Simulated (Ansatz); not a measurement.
## MgO: random displacements

The calculation used DFT PBE, scalar-relativistic, plane waves, PAW (Ansatz). Settings: plane waves to 420 eV, k-mesh 6×6×6 (Γ-centred), Gaussian smearing 0.05 eV. No spin polarisation. Energies are free energies at this smearing, counted from the undisturbed cell; pressure is positive in compression.

The starting cell (relaxed at this level):

```
Mg O
1.0
     4.25385    0.00000    0.00000
     0.00000   -4.25385    0.00000
     0.00000    0.00000   -4.25385
Mg O
4 4
Direct
  0.00000 0.00000 0.00000
  0.50000 0.50000 0.00000
  0.50000 0.00000 0.50000
  0.00000 0.50000 0.50000
  0.50000 0.00000 0.00000
  0.00000 0.50000 0.00000
  0.00000 0.00000 0.50000
  0.50000 0.50000 0.50000
```

The atoms are displaced (Å, in the unstrained cell):

```
atom ux uy uz
 Mg1  -0.237  -0.193  -0.023
 Mg2   0.239   0.159   0.242
 Mg3   0.043   0.012  -0.304
 Mg4   0.011   0.021   0.438
  O5   0.259  -0.229   0.481
  O6  -0.170   0.122  -0.491
  O7   0.139  -0.108  -0.146
  O8  -0.283   0.215  -0.198
```

Strain (Voigt, engineering shear): (-0.0492, -0.0482, 0.0520, 0.0137, 0.0242, -0.0096).

Problem. What are the energy change, the stress and the forces?

Solution. ΔE = 2317.5 meV/atom; stress (xx, yy, zz, yz, xz, xy; compression positive) (55.04, 52.67, 197.37, 17.28, -41.47, 1.51) GPa; gap on the mesh 3.25 eV.
| atom | Fx (eV/Å) | Fy | Fz |
| --- | --- | --- | --- |
| Mg1 | 8.58 | 3.68 | -1.13 |
| Mg2 | -3.77 | -6.06 | -1.36 |
| Mg3 | -2.53 | 4.35 | 18.88 |
| Mg4 | 4.63 | -4.07 | -42.85 |
| O5 | -4.43 | 4.26 | -19.15 |
| O6 | -2.82 | 0.12 | 41.30 |
| O7 | -2.49 | 2.41 | 1.38 |
| O8 | 2.84 | -4.68 | 2.93 |

Cost: 1 run of about 0.38 core-minutes, on Oxide Virtual Turin-like Processor (Zen 5) (shared hosts).